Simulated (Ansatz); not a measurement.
# Beta-Sn (white tin) under r²SCAN: how the Fermi-Dirac smearing moves the result

Aim: find which Fermi-Dirac smearing width is enough for energy and pressure. The geometry was relaxed under r²SCAN beforehand and stays fixed; 6 values are run, from 0.01 to 1.0 eV. Wanted are the values from which on the energy stays within 10 and 1 meV/atom, and the pressure within 0.5 GPa, of the narrowest run. Within the series other settings stay. Spin polarisation is left out.

Computed with Ansatz 0.2.0 (DFT r²SCAN, plane waves with PAW, scalar-relativistic, unless a step says otherwise).

## 1. The starting structure

Symmetry: C2/c, No. 15, monoclinic system. Conventional cell: a = 3.178 Å, b = 8.342 Å, c = 4.458 Å, α = 90.00°, β = 110.77°, γ = 90.00°. Around Sn (site symmetry 2) lie 6 Sn at 3.05 to 3.18 Å.

Structure file:

```
Sn
1.0
    -2.94828    2.95040    1.58882
     2.95040   -2.94828    1.58882
     2.94605    2.94605   -1.58493
Sn
2
Direct
  0.00003 0.99997 0.00000
  0.74997 0.25003 0.50000
```

## 2. Run at 0.01 eV

The run at 0.01 eV.

Input file input.yaml:

```yaml
crystal:
  lattice:
    - [-2.9482820713, 2.9504023647, 1.5888172584]
    - [2.9504023647, -2.9482820713, 1.5888172584]
    - [2.9460530987, 2.9460530987, -1.5849306448]
  atoms:
    - { symbol: Sn, position: [2.51473e-05, 0.9999748527, 0.0] }
    - { symbol: Sn, position: [0.7499748527, 0.2500251473, 0.5] }
hamiltonian:
  xc: r2scan
  pseudopotentials:
    kind: paw
    azcp:
      Sn: "pseudopotentials/Sn.paw.azcp"
basis:
  ecutwfc: 500
  fft_grid_basis: typed
kpoints:
  mp_grid: { grid: [11, 11, 8], shift: [0, 0, 0] }
magnetization:
  spin_polarized: false
scf:
  occupations: { method: fermi_dirac, width: 0.01 }
  lower_state_search: "off"
output:
  stress: true
```

Command:

```sh
$ ansatz run input.yaml --threads 2 --pin off --max-ram 5120MiB --backend cpu --events-out ev --progress --plain --runs-dir out
```

## 3. Run at 0.03 eV

The run at 0.03 eV.

Edit input.yaml of step 2 so:

```diff
@@ -22,3 +22,3 @@
 scf:
-  occupations: { method: fermi_dirac, width: 0.01 }
+  occupations: { method: fermi_dirac, width: 0.03 }
   lower_state_search: "off"
```

## 4. Run at 0.2 eV

The run at 0.2 eV.

Edit input.yaml of step 3 so:

```diff
@@ -22,3 +22,3 @@
 scf:
-  occupations: { method: fermi_dirac, width: 0.03 }
+  occupations: { method: fermi_dirac, width: 0.2 }
   lower_state_search: "off"
```

## 5. Run at 0.3 eV

The run at 0.3 eV.

Edit input.yaml of step 4 so:

```diff
@@ -22,3 +22,3 @@
 scf:
-  occupations: { method: fermi_dirac, width: 0.2 }
+  occupations: { method: fermi_dirac, width: 0.3 }
   lower_state_search: "off"
```

## 6. Run at 0.6 eV

The run at 0.6 eV.

Edit input.yaml of step 5 so:

```diff
@@ -22,3 +22,3 @@
 scf:
-  occupations: { method: fermi_dirac, width: 0.3 }
+  occupations: { method: fermi_dirac, width: 0.6 }
   lower_state_search: "off"
```

## 7. Run at 1.0 eV

The run at 1.0 eV.

Edit input.yaml of step 6 so:

```diff
@@ -22,3 +22,3 @@
 scf:
-  occupations: { method: fermi_dirac, width: 0.6 }
+  occupations: { method: fermi_dirac, width: 1.0 }
   lower_state_search: "off"
```

(Steps that only read results are left out.)

Q: Predict the outcome of this session.

**Answer**, as computed:

```
                                           quantity                       value
       E(σ → 0) stays within 10 meV/atom of 0.01 eV                up to 0.3 eV
                   E(σ → 0) stays within 1 meV/atom               up to 0.03 eV
                      pressure stays within 0.5 GPa                up to 0.3 eV
                                pressure at 0.01 eV                   -0.03 GPa
energy of a separate run on a finer mesh (18×18×12)  +4.8 meV/atom from 0.01 eV
```

What this shows: At 1.0 eV the energy differs by +18.6 meV/atom and the pressure by +4.9 GPa. Over the range F shifts by -792.6 meV/atom, while E(σ → 0) shifts by +18.6. In theory F falls as the square of the width under this scheme, but here the ratio is not steady: the mesh at narrow widths, or a density of states that varies over the wide ones, can both cause that. The mesh (11×11×8) is fixed, so the narrowest widths carry a k-point error of their own. The yardstick itself is unsettled by 4.8 meV/atom against the finer mesh, so the thresholds above hold only within this series, and wider smearing, which averages over more states, can land nearer the fine-mesh value than the narrowest does.
